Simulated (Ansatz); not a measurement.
AlRu: what symmetry allows forces and stress to be

```
Al Ru
1.0
     3.17875    0.00000    0.00000
     0.00000    3.17875    0.00000
     0.00000    0.00000    2.99926
Al Ru
1 1
Direct
  0.00000 0.00000 0.01003
  0.50000 0.50000 0.48997
```

These are results of Ansatz, DFT PBE, scalar-relativistic, plane waves, PAW, not measurements.

Settings: cutoff 420 eV, Γ-centred mesh 12×12×12 on the computed 2-atom cell, Gaussian smearing of 0.10 eV; no spin polarisation.

This distorted cell has space group P4mm, with 8 operations.

Question: Without a calculation: in which directions can each atom feel a force?

Answer: A force must be left unchanged by every operation that keeps its atom in place, so it lies in the space that those operations leave fixed. Atoms that the group maps onto each other feel forces of one size.
```tsv
atom	site symmetry	operations at the site	equivalent to atom	allowed force (Cartesian)
Al1	4mm	8	1	along (0.00, 0.00, 1.00)
Ru2	4mm	8	2	along (0.00, 0.00, 1.00)
```

That leaves 2 independent force components of 6, tied by 1 condition that the forces sum to zero, so 1 remains. A relaxation in this cell that keeps the symmetry moves the atoms in these directions alone.

Question: And the stress tensor?

Answer: It must be invariant under the point group, which leaves 2 independent components: yz, xz, xy vanish; xx = yy.

Question: Do the computed values obey this?

Answer: Yes. Forces (eV/Å):
```
Al1  0.000  0.000 -0.260
Ru2  0.000  0.000  0.260
```

Stress (GPa, compression positive, xx yy zz yz xz xy): -19.81 -19.81 -12.38 0.00 0.00 0.00. The program imposes the same operations on density, forces and stress, so this confirms the analysis and is no independent test of the calculation.